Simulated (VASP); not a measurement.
# LiF (Griceite) (Fm-3m) in VASP: notebook

Runs on LiF (Griceite). Level: PBE. Tasks: relaxation of cell and atoms.

Everything below comes from runs of VASP 6.6.1. Logs are shortened: lines on timing, memory, paths and dates and some standing lists are left out, and cuts for length are marked.

**1. The crystal as given**

It takes space group Fm-3m (No. 225, cubic). The conventional cell has a = 4.028 Å, b = 4.028 Å, c = 4.028 Å, α = 90.00°, β = 90.00°, γ = 90.00°. Around Li (site symmetry m-3m) lie 6 F at 2.01 Å. Around F (site symmetry m-3m) lie 6 Li at 2.01 Å.

**2. Relaxation of cell and atoms, PBE**

The input, INCAR:

```
  PREC = Accurate
  ENCUT = 600
  EDIFF = 1E-6
  ISMEAR = 0
  SIGMA = 0.03
  LREAL = False
  LASPH = True
  NELM = 80
  ALGO = Normal
  ISIF = 3
  LWAVE = False
  LCHARG = False
  GGA = PE
  IBRION = 2
  NSW = 90
  EDIFFG = -0.01
```

The input, KPOINTS:

```
Automatic mesh
0
Gamma
  12 12 12
```

The input, POSCAR:

```
LiF
1.0
    0.0000000000      2.0140000000      2.0140000000
    2.0140000000      0.0000000000      2.0140000000
    2.0140000000      2.0140000000      0.0000000000
Li F
1 1
Direct
    0.0000000000      0.0000000000      0.0000000000
    0.5000000000      0.5000000000      0.5000000000
```

Potentials or basis: VASP PAW PBE potentials, release 64 (Li_sv, F).

On the command line:

```
$ cat potpaw_PBE.64/Li_sv/POTCAR potpaw_PBE.64/F/POTCAR > POTCAR
$ mpirun -np 1 vasp_std > vasp.out
```

OUTCAR:

```text
PREC = Accurate
   ENCUT = 600
   EDIFF = 1E-6
   ISMEAR = 0
   LREAL = False
   LASPH = True
   NELM = 80
   ISIF = 3
   GGA = PE
   IBRION = 2
   NSW = 90
   EDIFFG = -0.01

 ion  position               nearest neighbor table
   1  0.000  0.000  0.000-   2 2.01   2 2.01   2 2.01   2 2.01   2 2.01   2 2.01
   2  0.500  0.500  0.500-   1 2.01   1 2.01   1 2.01   1 2.01   1 2.01   1 2.01

  LATTYP: Found a face centered cubic cell.
 ALAT       =     4.0280000000

  Lattice vectors:

 A1 = (   0.0000000000,   2.0140000000,   2.0140000000)
 A2 = (   2.0140000000,   0.0000000000,   2.0140000000)
 A3 = (   2.0140000000,   2.0140000000,   0.0000000000)

Analysis of symmetry for initial positions (statically):
=====================================================================
 Subroutine PRICEL returns:
 Original cell was already a primitive cell.

 Routine SETGRP: Setting up the symmetry group for a
 face centered cubic supercell.

 Subroutine GETGRP returns: Found 48 space group operations
 (whereof 48 operations were pure point group operations)
 out of a pool of 48 trial point group operations.

The static configuration has the point symmetry O_h .

Analysis of symmetry for dynamics (positions and initial velocities):
=====================================================================
 Subroutine PRICEL returns:
 Original cell was already a primitive cell.

 Routine SETGRP: Setting up the symmetry group for a
 face centered cubic supercell.

 Subroutine GETGRP returns: Found 48 space group operations
 (whereof 48 operations were pure point group operations)
 out of a pool of 48 trial point group operations.

The dynamic configuration has the point symmetry O_h .

 Subroutine INISYM returns: Found 48 space group operations
 (whereof 48 operations are pure point group operations),
 and found     1 'primitive' translations

----------------------------------------------------------------------------------------

                                     Primitive cell

  volume of cell :      16.3384

  direct lattice vectors                    reciprocal lattice vectors
     0.000000000  2.014000000  2.014000000    -0.248262165  0.248262165  0.248262165
     2.014000000  0.000000000  2.014000000     0.248262165 -0.248262165  0.248262165
     2.014000000  2.014000000  0.000000000     0.248262165  0.248262165 -0.248262165

  length of vectors
     2.848226115  2.848226115  2.848226115     0.430002683  0.430002683  0.430002683

  position of ions in fractional coordinates (direct lattice)
     0.000000000  0.000000000  0.000000000
     0.500000000  0.500000000  0.500000000

  ion indices of the primitive-cell ions
   primitive index   ion index
                 1           1
                 2           2

----------------------------------------------------------------------------------------

 KPOINTS: Automatic mesh

Automatic generation of k-mesh.
 Grid dimensions read from file:
 generate k-points for:   12   12   12

 Generating k-lattice:

  Cartesian coordinates                     Fractional coordinates (reciprocal lattice)
    -0.020688514  0.020688514  0.020688514     0.083333333  0.000000000  0.000000000
     0.020688514 -0.020688514  0.020688514     0.000000000  0.083333333  0.000000000
     0.020688514  0.020688514 -0.020688514     0.000000000  0.000000000  0.083333333

  Length of vectors
     0.035833557  0.035833557  0.035833557

  Shift w.r.t. Gamma in fractional coordinates (k-lattice)
     0.000000000  0.000000000  0.000000000

 Subroutine IBZKPT returns following result:
 ===========================================

 Found     72 irreducible k-points:

 Following reciprocal coordinates:
            Coordinates               Weight
  0.000000  0.000000  0.000000      1.000000
  0.083333  0.000000  0.000000      8.000000
  0.166667  0.000000  0.000000      8.000000
  0.250000  0.000000  0.000000      8.000000
  0.333333  0.000000  0.000000      8.000000
  0.416667  0.000000  0.000000      8.000000
[... 16 lines left out ...]
  0.500000  0.166667  0.000000     24.000000
 -0.416667  0.166667  0.000000     24.000000
 [... further k-points ...]
   k-points           NKPTS =     72   k-points in BZ     NKDIM =     72   number of bands    NBANDS=      9
   number of dos      NEDOS =    301   number of ions     NIONS =      2
   total plane-waves  NPLWV =  13824
   dimension x,y,z NGX =    24 NGY =   24 NGZ =   24
   dimension x,y,z NGXF=    48 NGYF=   48 NGZF=   48
   ions per type =               1   1
   NGX,Y,Z   is equivalent  to a cutoff of  14.01, 14.01, 14.01 a.u.
   NGXF,Y,Z  is equivalent  to a cutoff of  28.02, 28.02, 28.02 a.u.
 SYSTEM =  unknown system
   PREC   = accura    normal or accurate (medium, high low for compatibility)
   ISTART =      0    job   : 0-new  1-cont  2-samecut
   ICHARG =      2    charge: 1-file 2-atom 10-const
   ISPIN  =      1    spin polarized calculation?
   LNONCOLLINEAR =      F non collinear calculations
   LSORBIT =      F    spin-orbit coupling
   LASPH  =      T    aspherical Exc in radial PAW
   ENCUT  =  600.0 eV  44.10 Ry    6.64 a.u.   5.69  5.69  5.69*2*pi/ulx,y,z
   NELM   =     80;   NELMIN=  2; NELMDL= -5     # of ELM steps
   EDIFF  = 0.1E-05   stopping-criterion for ELM
   LREAL  =      F    real-space projection
   EDIFFG = -.1E-01   stopping-criterion for IOM
   NSW    =     90    number of steps for IOM
   IBRION =      2    ionic relax: 0-MD 1-quasi-New 2-CG
   NFREE  =      1    steps in history (QN), initial steepest desc. (CG)
   ISIF   =      3    stress and relaxation
   ISYM   =      2    0-nonsym 1-usesym 2-fastsym
   POTIM  = 0.5000    time-step for ionic-motion
   TEBEG  =    0.0;   TEEND  =   0.0 temperature during run
   PSTRESS=    0.0 pullay stress
   NELECT =      10.0000    total number of electrons
   NUPDOWN=      -1.0000    fix difference up-down
   EMIN   =  10.00;   EMAX   =-10.00  energy-range for DOS
   EFERMI =   0.00;   METHOD = LEGACY
   ISMEAR =     0;   SIGMA  =   0.03  broadening in eV -4-tet -1-fermi 0-gaus
   EFERMI_NEDOS =   21; number of points for ismear=-14 and -15
   IALGO  =     38    algorithm
   IMIX   =      4    mixing-type and parameters
     AMIX     =   0.40;   BMIX     =  1.00
     AMIX_MAG =   1.60;   BMIX_MAG =  1.00
  volume/ion in A,a.u.               =       8.17        55.13
  Fermi-wavevector in a.u.,A,eV,Ry     =   1.389970  2.626662 26.286674  1.932016
  Thomas-Fermi vector in A             =   2.513950
   LORBIT       =      0    0 simple, 1 ext, 2 COOP (PROOUT), +10 PAW based schemes
   GGA     = PE    functional components
   LHFCALC =     F    Hartree Fock is set to
   AEXX    =    0.0000 exact exchange contribution
   IVDW    =     0    specifies the selected vdW correction
   LEPSILON=     F    determine dielectric tensor
   LRPA    =     F    only Hartree local field effects (RPA)
 conjugate gradient relaxation of ions
 non-spin polarized calculation
 Gauss-broadening in eV      SIGMA  =   0.03
  energy-cutoff  :      600.00
  volume of cell :       16.34
 maximum number of plane-waves:       560
   NGX = 11   NGY = 11   NGZ = 11

--------------------------------------- Ionic step        1  -------------------------------------------

 number of electron      10.0000000 magnetization

 number of electron       9.9999992 magnetization

 Free energy of the ion-electron system (eV)
  ---------------------------------------------------
  ext. energy  EPLUGINS =         0.00000000
  ---------------------------------------------------
  free energy    TOTEN  =        -9.64002664 eV

  energy without entropy =       -9.64002664  energy(sigma->0) =       -9.64002664

------------------------ aborting loop because EDIFF is reached ----------------------------------------

  FORCE on cell =-STRESS in cart. coord.  units (eV):
  Direction    XX          YY          ZZ          XY          YZ          ZX
  --------------------------------------------------------------------------------------
  -------------------------------------------------------------------------------------
  Total        0.1352750      0.1352750      0.1352750      0.0000000      0.0000000     -0.0000000
  in kB       13.2653798     13.2653798     13.2653798      0.0000000      0.0000000     -0.0000000
  external PRESSURE =      13.2653798 kB  Pullay stress =       0.0000000 kB
[... 57 lines left out ...]
  energy  without entropy=       -9.6410357627  energy(sigma->0) =       -9.64103576

--------------------------------------- Ionic step        3  -------------------------------------------

 number of electron       9.9999991 magnetization

 Free energy of the ion-electron system (eV)
  ---------------------------------------------------
  ext. energy  EPLUGINS =         0.00000000
  ---------------------------------------------------
  free energy    TOTEN  =        -9.64134387 eV

  energy without entropy =       -9.64134387  energy(sigma->0) =       -9.64134387

 E-fermi :  -0.8922     XC(G=0):  -9.9006

 val. band max:       -1.1235662757   @ k =   0.0000   0.0000   0.0000
 cond. band min:       7.8150978949   @ k =   0.0000   0.0000   0.0000
 fundamental gap:      8.9386641705
 Fermi energy:        -0.8921700361

 k-point     1 :       0.0000    0.0000    0.0000
  band No.  band energies     occupation
      1     -42.0776      2.00000
      2     -21.0519      2.00000
      3      -1.1236      2.00000
      4      -1.1236      2.00000
      5      -1.1236      2.00000
      6       7.8151      0.00000
      7      22.6200      0.00000
      8      22.6200      0.00000
      9      22.6201      0.00000
[... 265 lines left out ...]
 k-point    24 :      -0.4167    0.1667    0.0000
  band No.  band energies     occupation
      1     -42.0190      2.00000
      2     -20.5631      2.00000
      3      -3.4485      2.00000
      4      -2.0240      2.00000
      5      -1.4649      2.00000
      6      10.6247      0.00000
      7      14.7189      0.00000
      8      17.7711      0.00000
      9      17.8653      0.00000

 [... further k-points ...]

------------------------ aborting loop because EDIFF is reached ----------------------------------------

  FORCE on cell =-STRESS in cart. coord.  units (eV):
  Direction    XX          YY          ZZ          XY          YZ          ZX
  --------------------------------------------------------------------------------------
  -------------------------------------------------------------------------------------
  Total        0.0186723      0.0186723      0.0186723      0.0000000      0.0000000     -0.0000000
  in kB        1.8001732      1.8001732      1.8001732      0.0000000      0.0000000     -0.0000000
  external PRESSURE =       1.8001732 kB  Pullay stress =       0.0000000 kB
[... 17 lines left out ...]
  FREE ENERGIE OF THE ION-ELECTRON SYSTEM (eV)
  ---------------------------------------------------
  free  energy   TOTEN  =        -9.6413438667 eV

  energy  without entropy=       -9.6413438667  energy(sigma->0) =       -9.64134387

 reached required accuracy - stopping structural energy minimisation
```

It took 11 s on 1 thread of Intel Xeon Platinum 8559C (Emerald Rapids), shared host; peak memory 0.13 GiB.

What came out:

- Free energy: -9.6413 eV
- Relaxed volume: 8.31 Å³/atom
- Relaxed cell: a = 2.864 Å, b = 2.864 Å, c = 2.864 Å, α = 60.00°, β = 60.00°, γ = 60.00°
- Space group after relaxing (to 0.05 Å): Fm-3m (No. 225)
- Energy gained by relaxing: 0.7 meV/atom
- Ionic steps: 3
- Pressure after relaxing: 0.2 GPa
- Band gap on the k mesh: 8.94 eV, direct

Step by step:
```
step  energy change (eV)  largest force (eV/Å)  pressure (GPa)  volume (Å³)
   1              0.0000                0.0000            1.33        16.34
   2             -0.0010                0.0000            0.65        16.50
   3             -0.0013                0.0000            0.18        16.62
```

Final structure:
```cif
data_structure
_symmetry_space_group_name_H-M 'P 1'
_symmetry_Int_Tables_number 1
_cell_length_a 2.8644
_cell_length_b 2.8644
_cell_length_c 2.8644
_cell_angle_alpha 60.000
_cell_angle_beta 60.000
_cell_angle_gamma 60.000
_cell_volume 16.62
loop_
_atom_site_label
_atom_site_type_symbol
_atom_site_fract_x
_atom_site_fract_y
_atom_site_fract_z
_atom_site_occupancy
Li1 Li 0.00000 0.00000 0.00000 1
F1 F 0.50000 0.50000 0.50000 1
```

Levels at points of the mesh, in eV from the valence-band top:
```tsv
k point	band 1	band 2	band 3	band 4	band 5	band 6	band 7	band 8	band 9
(0.00, 0.00, 0.00)	-40.95	-19.93	0.00	0.00	0.00	8.94	23.74	23.74	23.74
(0.50, 0.00, 0.00)	-40.90	-19.51	-2.47	-0.22	-0.22	10.68	16.53	18.76	18.76
(0.50, 0.50, 0.00)	-40.89	-19.25	-2.93	-0.97	-0.97	14.65	16.39	17.24	20.04
```

Caveat: the cutoff is under 1.25 times the usual one of these potentials, so pressure, stress and relaxed cells hold a basis-set (Pulay) error. PBE usually gives volumes a little too large and moduli too small.

(Continued in part 2 of 2.)
